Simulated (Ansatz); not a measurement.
# Ta: frozen-core PAW against all-electron methods

```
Ta
1.0
     2.90392    0.04356    0.04356
    -1.41424    2.49309    0.01594
     0.07696    0.07696    5.13090
Ta
2
Direct
  0.33333 0.66667 0.25000
  0.66667 0.33333 0.75000
```

Atom numbers follow the list: Ta1, Ta2.

The structure comes from a relaxation in the same program, started in the hcp type. Whether it is a known phase or the ground state wasn't checked. The listed cell was then made from it by scaling, straining or moving an atom.

Spin–orbit coupling is left out, though it moves levels of the heavy atoms by tenths of an eV or more.

Methods: DFT, PBE, PAW with Ansatz's default frozen-core files, scalar-relativistic (Ansatz 0.2.0); DFT, PBE, all-electron LAPW, scalar-relativistic (Ansatz 0.2.0).

For PAW: a Γ-centred 13×13×7 k mesh, Fermi–Dirac smearing of 0.03 eV, cutoff 420 eV, no spin polarisation. LAPW targets a basis error of 1 meV/atom. The Ansatz runs share mesh, smearing and spin set-up. Plane-wave (PAW) pressures include the program's estimate of the Pulay term.

Stress and pressure are positive in compression.

The change that made this cell: equal xy, yz and zx engineering shear strains of +3 %.

```
              quantity     PAW    LAPW
        pressure (GPa)    0.20    0.19
       stress xx (GPa)    0.16    0.13
       stress yy (GPa)    0.20    0.17
       stress zz (GPa)    0.25    0.27
       stress yz (GPa)    1.85    1.86
       stress xz (GPa)    1.84    1.84
       stress xy (GPa)   -0.63   -0.62
force on Ta1, x (eV/Å)  -0.131  -0.130
```
